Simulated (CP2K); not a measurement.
Crystal: Au.

```
CELL_PARAMETERS angstrom
2.93019 0.00000 0.00000
1.56076 2.42745 0.00000
1.24193 1.02081 2.39216
ATOMIC_POSITIONS crystal
Au 0.00000 0.00000 0.00000
```

This isn't the form of Au at room conditions, which is fcc.

Base run:

- Program: CP2K 2026.2
- Functional: PBE
- Potentials or basis: GTH_POTENTIALS Au GTH-PBE-q11; TZVP-MOLOPT-SR-GTH basis
- Density cutoff: 6803 eV
- k mesh: 11 × 12 × 11
- Occupations: fermi-dirac, width 0.05 eV
- Spin: no spin polarisation

Its results: band gap on the k mesh none (metal or under the smearing width); pressure 15.4 GPa.

The run is repeated on the same cell with these changes: potentials or basis from GTH_POTENTIALS Au GTH-PBE-q11; TZVP-MOLOPT-SR-GTH basis to GTH_POTENTIALS Au GTH-PBE-q11; DZVP-MOLOPT-SR-GTH basis; basis sets from Au TZVP-MOLOPT-SR-GTH-q11 to Au DZVP-MOLOPT-SR-GTH-q11. What comes out?

Band gap on the k mesh none (metal or under the smearing width); pressure 17.0 GPa.

Caveats: the basis of atomic orbitals isn't converged, which shifts pressures, moduli and gaps.
